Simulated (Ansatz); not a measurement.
Crystal: NaH.

```
Na H
1.0
     0.00000    2.44000    2.44000
     2.44000    0.00000    2.44000
     2.44000    2.44000    0.00000
Na H
1 1
Direct
  0.00000 0.00000 0.00000
  0.50000 0.50000 0.50000
```

Base run:

* Program: Ansatz 0.2.0
* Functional: LDA
* Potentials or basis: Ansatz PAW
* Cutoff: 420 eV (not typed: the program's choice for these potentials)
* k mesh: 9 × 9 × 9
* Occupations: fermi-dirac, width 0.05 eV
* Spin: no spin polarisation

Its results: pressure -2.6 GPa.

The run is repeated on the same cell with these changes: functional from LDA to PBEsol. What comes out?

Pressure -1.2 GPa.

PBEsol binds less tightly than LDA, so the same cell stands under more pressure.

Caveats: the PAW data sets come from PBE, with cores solved anew for the run's functional, which leaves a small shift of forces and pressure.
